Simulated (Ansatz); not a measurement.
# BN: the cost of one run

Program: Ansatz 0.2.0. Level of theory: DFT PBE, scalar-relativistic, plane waves, PAW. These are calculated values, not measurements.

## Step 1: The starting structure

Symmetry: R3m, No. 160, trigonal system. Conventional cell: a = 2.502 Å, b = 2.502 Å, c = 10.119 Å, α = 90.00°, β = 90.00°, γ = 120.00°. Around B (site symmetry 3m) lie 3 N at 1.44 Å. N (site symmetry 3m) has 3 B at 1.44 Å as nearest neighbours.

Structure file:

```
CELL_PARAMETERS angstrom
1.25112 0.72234 3.37293
-1.25112 0.72234 3.37293
0.00000 -1.44467 3.37293
ATOMIC_POSITIONS crystal
B 0.99967 0.99967 0.99967
N 0.33276 0.33276 0.33276
```

The structure comes from the Materials Project (structure only).

## Step 2: A distortion of lower symmetry

What differs from the listed cell: strain xx, yy, zz, yz, xz, xy = +2.3, +4.6, +3.2, +0.0, -0.1, -2.0 %; atoms moved by 0.15 Å root mean square, at most 0.15 Å.

Contents of input.yaml:

```yaml
crystal:
  lattice:
    - [1.2638035484, 0.7296585746, 3.4815358026]
    - [-1.2965421136, 0.7797034459, 3.4829620814]
    - [0.0269708473, -1.5127012256, 3.4829640541]
  atoms:
    - { symbol: B, position: [1.0701443324, 0.9670170865, 0.9670170865] }
    - { symbol: "N", position: [0.2622886676, 0.3654159135, 0.3654159135] }
basis:
  ecutwfc: 420
kpoints:
  mp_grid: { grid: [12, 12, 12] }
hamiltonian:
  xc: pbe
scf:
  occupations: { method: gaussian, width: 0.02 }
output:
  forces: true
  stress: true
  eigenvalues: true
```

Run with:

```console
> ansatz run input.yaml --threads 1 --pin off --max-ram 1331MiB --backend cpu --events-out ev --progress --plain --runs-dir out
```

**Question.** How long does this run take on 1 thread of an x86-64 CPU, shared host, and how much memory does it need?

About 27 s, with a peak of 0.51 GiB.
